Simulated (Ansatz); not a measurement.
**Stability checks on a candidate for SnO**

It comes from a database structure that was distorted and then relaxed.

The calculation used Ansatz 0.2.0, DFT PBE, scalar-relativistic, plane waves, PAW. The final run on the 4-atom cell used 420 eV, a Γ-centred 10×10×8 mesh, 0.02 eV smearing and no spin polarisation.

```cif
data_structure
_symmetry_space_group_name_H-M 'Pmmn:1'
_symmetry_Int_Tables_number 59
_cell_length_a 3.8527
_cell_length_b 3.8834
_cell_length_c 5.0693
_cell_angle_alpha 90.000
_cell_angle_beta 90.000
_cell_angle_gamma 90.000
_cell_volume 75.84
loop_
_atom_site_label
_atom_site_type_symbol
_atom_site_symmetry_multiplicity
_atom_site_Wyckoff_symbol
_atom_site_fract_x
_atom_site_fract_y
_atom_site_fract_z
_atom_site_occupancy
Sn1 Sn 2 b 0.50000 0.00000 0.77134 1
O1 O 2 a 0.00000 0.00000 0.00149 1
```

The zero of energy is the elements' standard structures at the same level (O₂ as a molecule); no fitted shifts are applied. The references include grey tin.

Question: These tests were run: energy against the elements; phonons on a 2×2×1 q mesh. What do they show?

Answer:

```csv
test,result
energy against the elements,−1.261 eV/atom
phonons on a 2×2×1 q mesh,"no imaginary mode on the mesh, but the interpolation dips to 49i cm⁻¹ between its points"
```

It fails none of these tests outright. Competing phases weren't compared here. Undecided within the accuracy: phonons on a 2×2×1 q mesh.

No dispersion correction is applied, so the spacing and binding between layers, chains or molecules are poorly described. The run for the phonons used a 10×10×8 k mesh.
